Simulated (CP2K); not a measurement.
Hf:

```
Hf
1.0
     3.19670    0.00000    0.00000
    -1.59835    2.76842    0.00000
     0.00000    0.00000    5.05780
Hf
2
Direct
  0.66667 0.33333 0.75000
  0.33333 0.66667 0.25000
```

Base run:

| Quantity | Value |
| --- | --- |
| Program | CP2K 2026.2 |
| Functional | r2SCAN |
| Potentials or basis | POTENTIAL_UZH Hf GTH-PBE-q12; TZVP-MOLOPT-PBE-GTH basis |
| Density cutoff | 9184 eV |
| k mesh | 10 × 10 × 5 |
| Occupations | fermi-dirac, width 0.05 eV |
| Spin | no spin polarisation |

Its results: band gap on the k mesh none (metal or under the smearing width); pressure 2.1 GPa.

Problem. After a change of settings the same cell gave: band gap on the k mesh none (metal or under the smearing width); pressure -5.6 GPa. Which change was it?
A. functional from r2SCAN to PBE
B. functional from r2SCAN to BEEF-vdW
C. functional from r2SCAN to PBEsol
D. functional from r2SCAN to LDA

Solution. D.

Caveats: the potentials were made for another functional, which shifts forces and pressure; the basis of atomic orbitals isn't converged, which shifts pressures, moduli and gaps.
